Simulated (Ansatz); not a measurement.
A run of Ansatz 0.2.0 is set up as follows.

input.yaml

```yaml
crystal:
  lattice:
    - [2.4705617809, 0.0, 0.0]
    - [-1.2352808905, 2.1395692639, 0.0]
    - [0.0, 0.0, 8.0882338]
  atoms:
    - { symbol: Co, position: [0.6666666667, 0.3333333333, 0.75], spin: 2.0 }
    - { symbol: Co, position: [0.0, 0.0, 0.5], spin: 2.0 }
    - { symbol: Co, position: [0.3333333333, 0.6666666667, 0.25], spin: 2.0 }
    - { symbol: Co, position: [0.0, 0.0, 0.0], spin: 2.0 }
kpoints:
  mp_grid: { grid: [12, 12, 4] }
scf:
  occupations: { method: fermi_dirac, width: 0.05 }
hamiltonian:
  xc: pbesol
  pseudopotentials: { kind: all_electron, lapw: { basis_error: 0.001 } }
magnetization:
  spin_polarized: true
output:
  forces: true
  stress: true
  eigenvalues: true
  populations: true
```

Potentials or basis: all-electron LAPW, scalar-relativistic.

Run with:

```console
$ ansatz run input.yaml --threads 4 --pin off --max-ram 12288MiB --backend cpu --events-out ev --progress --plain --runs-dir out
```

**Question.** Predict the absolute moment.

**Answer.** 7.13 μB per cell.

**Question.** Estimate the pressure.

**Answer.** -5.8 GPa.

**Question.** What does it give for the band gap on the k mesh?

**Answer.** None (metal or under the smearing width).

**Question.** What does it give for the site moments?

**Answer.** Co +1.70, +1.69 μB.

Stress tensor (GPa, compression positive):
```
-4.49  0.00  0.00
 0.00 -4.49  0.00
 0.00  0.00 -8.45
```
